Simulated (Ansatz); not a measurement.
# Be2H3I (built on the sites of a database entry of Sr2H3I): following an unstable mode, part 3 of 3

Which phase does Be2H3I (built on the sites of a database entry of Sr2H3I) fall into along its unstable mode, and how much energy does it gain?

Ansatz 0.2.0; DFT PBEsol, scalar-relativistic, plane waves, PAW.

So far. Step 5 (Energy along the mode, all amplitudes (two of the runs …): The lowest of the steps tried is the last one, at 0.6 Å, 155 meV/atom below the parent; the bottom of the well need not coincide with a step. Step 7 (The new phase in its own primitive cell): The largest force component left is 0.84 meV/Å and the pressure is 0.001 GPa, within the tolerances set. The cell now holds 12.68 Å³/atom.

The structure was built from a prototype and need not be the compound's stable phase.

### 8. Modes of the new phase, k-mesh 6×6×4, occupations fixed

A relaxed structure may still be a saddle point, so its zone-centre modes are computed. The response to a homogeneous field gives the Born charges and the dielectric tensor, and its change with displacement the Raman tensors.

input.yaml

```yaml
crystal:
  lattice:
    - [3.626575677, -2.0413875194, 0.0016658404]
    - [3.626575677, 2.0413875194, 0.0016658404]
    - [-2.213474461, 0.0, 5.1362589986]
  atoms:
    - { symbol: Be, position: [0.7950350824, 0.4820927079, 0.4190521836] }
    - { symbol: Be, position: [0.5179072921, 0.2049649176, 0.5809478164] }
    - { symbol: H, position: [0.1439705194, 0.2842073127, 0.5948352234] }
    - { symbol: H, position: [0.7157926873, 0.8560294806, 0.4051647766] }
    - { symbol: H, position: [0.4801181083, 0.5198818917, 0.5] }
    - { symbol: I, position: [0.9178961411, 0.0821038589, 0.0] }
kpoints:
  mp_grid: { grid: [6, 6, 4] }
hamiltonian:
  xc: pbesol
scf:
  occupations: { method: fixed }
output:
  eigenvalues: true
phonons:
  method: dfpt
  dielectric: true
  rigid_motions: translations
  raman: true
```

The run is started by

```console
ansatz run input.yaml --threads 4 --pin off --max-ram 7168MiB --backend cpu --events-out ev --progress --plain --runs-dir out
```

Numbers of over 12 decimals in the logs are rounded to 6 here.

Log:

```text
[...]
Crystal: 6 atoms, lattice volume = 76.065 Å³
Basis set: ecut = 420 eV, 1487 PW (Γ), exchange–correlation on 60×60×80 points (8 copies of the dense FFT grid, shifted against one another)
Bands: 18, of which v1, the nominal top of the filled ones, is band 12 counted from 1 (11 counted from 0)
Symmetry: 2 space group operations
k-points: 76 of 144 (irreducible under 1 space group operation, time reversal used)
[...]
SCF iter   1: F=—  HF=-7660.776276 eV  |F-HF|=—  |Δ(HF+E_count)|=         —  Δρ=7.16e-3  dr2=5.39e-2  ethr=1.77e-3  ⟨swp⟩=7.0  Hψ=7229  notcnv=0  defer=300
[...]
SCF iter   8: F=-7660.754802 eV  HF=-7660.754802 eV  |F-HF|=4.18e-11  |Δ(HF+E_count)|=  1.24e-10  Δρ=2.57e-7  dr2=2.99e-11  ethr=1.00e-12  ⟨swp⟩=12.1  Hψ=10678  notcnv=0
SCF 1 converged in 8 iterations: F = -7660.754802 eV  dr2 = 2.99e-11
[...]
NSCF: frozen V_eff on 3 k-points
DFPT response loops at Γ: preconditioner auto → none (the input reference at scf.mixing.eps_inf says where Resta's filter doesn't serve); β = 0.50; Broyden in place of MSR1
── the response to a field inside a basis, on 10×10×8 k-points: an SCF that follows is theirs, and a resumed run solves both again ──
Bands: 13, of which v1, the nominal top of the filled ones, is band 12 counted from 1 (11 counted from 0)
k-points: 220 of 800 (time reversal used)
[...]
Eigensolver: Dense (220 Hₖ)
SCF iter   1: F=—  HF=-7660.753971 eV  |F-HF|=—  |Δ(HF+E_count)|=         —  Δρ=1.42e-4  dr2=3.27e-6  ethr=1.00e-1
[...]
SCF iter   5: F=-7660.753976 eV  HF=-7660.753976 eV  |F-HF|=2.73e-12  |Δ(HF+E_count)|=  7.28e-11  Δρ=2.75e-7  dr2=4.48e-11  ethr=7.18e-12
SCF 1 converged in 5 iterations: F = -7660.753976 eV  dr2 = 4.48e-11
[...]
WARN: field response: ε∞ stands inside a basis, on 10×10×8 points; the force constants stand on the 6×6×4 k-mesh, whose period is 13.12 times the interband length at k = (0.0000, 0.0000, -0.5000), direct gap 3.516 eV, under 14: take them and everything formed from them as unconverged, and compare with a denser kpoints.mp_grid
SCF converged after 8 iterations
Free energy (F): -7660.754802 eV
[...]
Internal energy: -7660.754802 eV  (E = F + TS)
E sigma→0 (E₀):  -7660.754802 eV
Fermi energy:    3.550407 eV
[...]
--- Band table (eV; the first three rows and the last of 76) ---
  k-point 0: bands = [... 8 lower, 1.1294, 1.5670, 3.0072, 3.3576, 7.5703, 8.7964, 9.4310, 9.4932, ... 2 higher]
  k-point 1: bands = [... 8 lower, 1.1653, 1.6561, 2.9944, 3.4283, 7.9464, 8.3821, 8.8113, 9.8197, ... 2 higher]
  k-point 2: bands = [... 8 lower, 1.2348, 2.2897, 2.9730, 3.5504, 7.0665, 8.4253, 8.4645, 10.1272, ... 2 higher]
  k-point 75: bands = [... 8 lower, 0.2027, 0.3598, 2.2156, 2.4434, 7.7164, 8.1868, 9.1846, 12.3682, ... 2 higher]
--- Phonons (Γ-DFPT): 12 representative perturbations + reference, on 76 of 144 k-points (Σ response iterations 37) ---
  k mesh reduced under 1 symmetry operation, with k and −k counted as one. Each operation leaves every solved perturbation unchanged. A smaller set is not considered because the run solves the response to a homogeneous field
  ASR residual: 1.330e-4 → 0.000e0 eV/Å²; symmetrization residual: 1.462e-6 eV/Å²
  ASR residual per site (eV/Å²): 5.25e-5 5.25e-5 4.06e-5 4.06e-5 1.07e-4 1.33e-4
[...]
ε∞ (high-frequency dielectric tensor):
        3.928065     0.000000     0.211974
        0.000000     4.174632    -0.000000
        0.211974    -0.000000     5.228420
  ε⁰ (static dielectric tensor: ions relaxed, cell fixed):
        4.941295     0.000000     1.164352
        0.000000     5.102065    -0.000000
        1.164352    -0.000000     9.503585
  ε⁰ − ε∞ (ionic part):
        1.013230     0.000000     0.952379
        0.000000     0.927433    -0.000000
        0.952379    -0.000000     4.275165
  softest optical mode at Γ: 111.57 cm⁻¹; the repairs (sum rule, projections) moved no ω² at Γ by more than (6.27 cm⁻¹)²
  Born effective charges Z* (e; rows j = field, columns β = displacement):
    site 0:
         1.12834   -0.08557    0.12922
         0.22911    1.25946    0.15934
         0.10075    0.52895    1.85980
    site 1:
         1.12834    0.08557    0.12922
        -0.22911    1.25946   -0.15934
         0.10075   -0.52895    1.85980
    site 2:
        -0.54689    0.21926   -0.15606
         0.26582   -0.80350    0.15861
        -0.16778    0.18734   -0.66266
    site 3:
        -0.54689   -0.21926   -0.15606
        -0.26582   -0.80350   -0.15861
        -0.16778   -0.18734   -0.66266
    site 4:
        -0.93282   -0.00000    0.17045
        -0.00000   -0.42347    0.00000
         0.25763    0.00000   -0.61918
    site 5:
        -0.23008    0.00000   -0.11676
        -0.00000   -0.48845    0.00000
        -0.12357    0.00000   -1.77509
  Z* charge neutrality: 2.729e-4 e pre-enforcement
  solved inside a basis spanned on kpoints, on 10×10×8 k-points: ε∞ is read to err by 1.4e-2, Z* by 1.8e-2 e (field_mesh: kpoints solves on kpoints); Z* is corrected for what the basis lacks
  Raman tensors (in the event stream and the table raman_tensors.tsv): an entry may err by 1.6e-2 Å², one of the second-order susceptibility by 1.1e-2 pm/V (basis, points and sum rule); their sum over the sites missed zero by 1.515e-4 Å² ahead of its enforcement
  optical modes at Γ without the LO–TO term, one row a degenerate level:
      ω (cm⁻¹)  modes    IR ((D/Å)²/amu)  static Raman (Å⁴/amu)  depolarisation
        111.57      1             0.0837                 2.3943           0.750
        207.54      1             0.0722                27.0048           0.284
        332.74      1             7.8069                81.9131           0.750
        434.44      1             4.5998                 4.6706           0.750
        441.10      1             0.7166               700.6685           0.175
        458.91      1             0.0409                26.0332           0.047
        505.27      1             3.1123                49.5415           0.023
        538.67      1            12.8284                18.3505           0.750
        670.94      1             8.9537                25.3202           0.750
       1087.61      1             2.6695              1616.2710           0.012
       1232.06      1            13.5707               305.0680           0.750
       1282.29      1             6.3606               172.9052           0.480
       1869.97      1            29.7138               224.9937           0.750
       1902.34      1            19.7427               296.4075           0.750
       1911.53      1            33.6352               344.2353           0.601
  optical modes at Γ + LO–TO along q̂ = [1.0000, 0.0000, 0.0000]:
      ω (cm⁻¹)  modes    IR ((D/Å)²/amu)  static Raman (Å⁴/amu)  depolarisation
        113.55      1             0.0521                 2.4332           0.750
        207.54      1             0.0722                27.0048           0.284
        335.30      1             7.2311                79.5072           0.750
        434.68      1             4.7491                 4.2248           0.750
        441.10      1             0.7166               700.6685           0.175
        458.91      1             0.0409                26.0332           0.047
        505.27      1             3.1123                49.5415           0.023
        547.18      1            11.1191                11.7388           0.750
        691.45      1            10.6609                23.3706           0.750
       1087.61      1             2.6695              1616.2710           0.012
       1243.21      1            12.2595               294.7540           0.750
       1282.29      1             6.3606               172.9052           0.480
       1892.49      1            16.4838               106.0563           0.750
       1911.53      1            33.6352               344.2353           0.601
       1944.96      1            34.7441               385.8664           0.750
  optical modes at Γ + LO–TO along q̂ = [0.0000, 1.0000, 0.0000]:
      ω (cm⁻¹)  modes    IR ((D/Å)²/amu)  static Raman (Å⁴/amu)  depolarisation
        111.57      1             0.0837                 2.3943           0.750
        208.48      1             0.0472                25.3019           0.306
        332.74      1             7.8069                81.9131           0.750
        434.44      1             4.5998                 4.6706           0.750
        444.73      1             0.3152               668.2248           0.178
        459.14      1             0.0247                19.0808           0.096
        524.57      1             2.7674                94.2921           0.022
        538.67      1            12.8284                18.3505           0.750
        670.94      1             8.9537                25.3202           0.750
       1094.69      1             1.9760              1630.6244           0.008
[...]
optical modes at Γ + LO–TO along q̂ = [0.0000, 0.0000, 1.0000]:
      ω (cm⁻¹)  modes    IR ((D/Å)²/amu)  static Raman (Å⁴/amu)  depolarisation
[...]
441.10      1             0.7166               700.6685           0.175
        453.39      1             2.1590                11.0981           0.750
        458.91      1             0.0409                26.0332           0.047
        505.27      1             3.1123                49.5415           0.023
        591.25      1             9.1113                10.8583           0.750
        702.94      1            17.8376                45.0731           0.750
       1087.61      1             2.6695              1616.2710           0.012
       1253.92      1            14.4905               293.5689           0.750
       1282.29      1             6.3606               172.9052           0.480
       1872.43      1            32.2629               281.1878           0.750
       1911.53      1            33.6352               344.2353           0.601
       1923.27      1            19.4796               257.8154           0.750
```

Wall time 5.2 min (4 threads of Arm Neoverse V1, shared host); peak memory 2 GiB.

Numbers from this step:

```
sum-rule residual before enforcement                    : 1.33e-4 eV/Å²
miss of the charge sum rule                             : 2.73e-4 e
estimated error of the dielectric tensor                : 0.01368
estimated error of the Born charges                     : 0.01774 e
point group                                             : 2
highest optical mode at the zone centre (no LO-TO term) : 1912 cm⁻¹
lowest optical zone-centre mode                         : 111.6 cm⁻¹
mean high-frequency dielectric constant                 : 4.444
largest Born charge (third of the trace)                : 1.416 e
mean static dielectric constant                         : 6.516
top of the zone-centre spectrum with the field          : 1972 cm⁻¹
```

Patterns of degenerate modes are one choice out of their space. Modes at Γ, with each element's share of the kinetic energy:

```tsv
mode	frequency (cm⁻¹)	symmetry	Be %	H %	I %
1	0.0	acoustic	12	2	86
2	0.0	acoustic	12	2	86
3	0.0	acoustic	12	2	86
4	111.6	B	73	13	14
5	207.5	A	72	15	13
6	332.7	B	81	6	14
7	434.4	B	84	15	0
8	441.1	A	94	5	1
9	458.9	A	89	11	0
10	505.3	A	8	92	0
11	538.7	B	8	92	0
12	670.9	B	4	96	0
13	1087.6	A	6	94	0
14	1232.1	B	18	82	0
15	1282.3	A	12	87	0
16	1870.0	B	6	94	0
17	1902.3	B	2	98	0
18	1911.5	A	7	93	0
```

Displacements in mode 4 (111.6 cm⁻¹), the largest set to 1:
```
Be1  0.93  0.02 -0.02
Be2  0.93 -0.02 -0.02
H3   0.91 -0.03 -0.12
H4   0.91  0.03 -0.12
H5   1.00  0.00  0.27
I6  -0.15  0.00  0.00
```

Displacements in mode 12 (670.9 cm⁻¹), the largest set to 1:
```
Be1 -0.07  0.08 -0.01
Be2 -0.07 -0.08 -0.01
H3   0.85  0.92  1.00
H4   0.85 -0.92  1.00
H5  -0.08  0.00 -0.24
I6   0.00  0.00 -0.01
```

Optical modes at the zone centre, without and with the macroscopic field of the longitudinal modes; each column is sorted by frequency, so a row need not hold one and the same mode. Modes with and without the field, by row:

```tsv
rank among optical modes	no field (cm⁻¹)	q along (1, 0, 0) (cm⁻¹)	q along (0, 1, 0) (cm⁻¹)	q along (0, 0, 1) (cm⁻¹)
1	111.6	113.5	111.6	111.7
2	207.5	207.5	208.5	207.5
3	332.7	335.3	332.7	362.5
4	434.4	434.7	434.4	441.1
5	441.1	441.1	444.7	453.4
6	458.9	458.9	459.1	458.9
7	505.3	505.3	524.6	505.3
8	538.7	547.2	538.7	591.2
9	670.9	691.5	670.9	702.9
10	1088	1088	1095	1088
11	1232	1243	1232	1254
12	1282	1282	1298	1282
13	1870	1892	1870	1872
14	1902	1912	1902	1912
15	1912	1945	1972	1923
```

Born charge (rows field, columns displacement) (e), principal values of the symmetric part by kind of site:

```tsv
atom	atoms with these values	low	middle	high	mean
Be1	2	1.09	1.12	2.04	1.42
H3	2	-1.08	-0.55	-0.39	-0.67
H5	1	-1.04	-0.51	-0.42	-0.66
I6	1	-1.78	-0.49	-0.22	-0.83
```

In full for H3:

```
-0.55  0.22 -0.16
 0.27 -0.80  0.16
-0.17  0.19 -0.66
```

High-frequency dielectric tensor:

```
3.93 0.00 0.21
0.00 4.17 0.00
0.21 0.00 5.23
```

Static dielectric tensor (ions relaxed, fixed cell):

```
4.94 0.00 1.16
0.00 5.10 0.00
1.16 0.00 9.50
```

Transverse modes. Infrared lines, with heights relative to the strongest:

```tsv
position (cm⁻¹)	label	relative intensity
112	B	0.2
208	A	0.2
333	B	23
434	B	14
441	A	2.1
459	A	0.1
505	A	9.3
539	B	38
671	B	27
1088	A	7.9
1232	B	40
1282	A	19
1870	B	88
1902	B	59
1912	A	100
```

Activity x (w_L - w)^4 (n + 1)/w, 532 nm, 300 K; modes without the macroscopic field alone. Raman lines, with heights relative to the strongest:

```tsv
position (cm⁻¹)	label	relative intensity
112	B	3.1
208	A	12
333	B	18
434	B	0.7
441	A	100
459	A	3.5
505	A	5.9
539	B	2.0
671	B	2.1
1088	A	72
1232	B	12
1282	A	6.2
1870	B	4.8
1902	B	6.2
1912	A	7.1
```

Before it was imposed, the acoustic sum rule was missed by 1.3e-4 eV/Å² and the charge sum rule by 2.7e-4 e. Small misses are needed for a sound result but don't prove that mesh and cutoff are converged. The lowest optical mode is real, 112 cm⁻¹.

The log warns of the k mesh: “the force constants stand on the 6×6×4 k-mesh, whose period is 13.12 times the interband length at k = (0.0000, 0.0000, -0.5000), direct gap 3.516 eV, under 14: take them and everything formed from them as unconverged”.

### 9. What came out

```json
{
  "unstable mode of the parent": "q = (0, 0, 0), 1040i cm⁻¹",
  "depth at the lowest point sampled": "155 meV/atom",
  "largest atomic shift at that point": "0.6 Å",
  "space group reached (within 0.01 Å)": "C2",
  "energy gained over the parent (first relaxation, on the mesh of the frozen mode)": "636 meV/atom",
  "volume per atom, phase reached": "12.7 Å³",
  "gap on the k-mesh, phase reached": "3.34 eV",
  "lowest optical zone-centre mode, phase reached": "112 cm⁻¹",
  "highest optical mode at the zone centre (no LO-TO term), phase reached": "1912 cm⁻¹"
}
```

What this shows: Along this mode the structure falls into C2, 636 meV/atom below the parent. At the parent's cell the well is 155.2 meV/atom deep on the steps tried, with its lowest point at a shift of 0.6 Å. That is the last step tried, so the steps alone don't bracket the bottom of the well. Relaxing atoms and cell changes the gain by +480.60 meV/atom against the lowest step (energies at zero smearing). Most of the total comes from this relaxation. The new phase has no imaginary mode at the zone centre of its cell; other wavevectors were not checked. Of the 3 patterns followed to their end from this parent, this one reaches the lowest energy. Each path keeps the symmetry of its pattern, so a lower phase may lie along a pattern not tried. With the field response the log warns that the k mesh is coarse for the force constants too, so the frequencies may not be converged. With no gap, or one that is small against the smearing, the frequencies hang on the k mesh and the smearing, most of all near Kohn anomalies. Spin-orbit coupling is left out, which can matter for the heavy elements here. The starting cell was built on a prototype and not taken from a measurement, so the phase need not exist.

[Logs are printed without paths, hosts, clocks, repeated set-up lines and the standing remarks that a program may print on its own settings, such as how far it seeks lower states.]

[Hosts, paths, dates, database ids (printed as entryN), source tags and the programs' standing remarks are cut or masked in the printed files.]
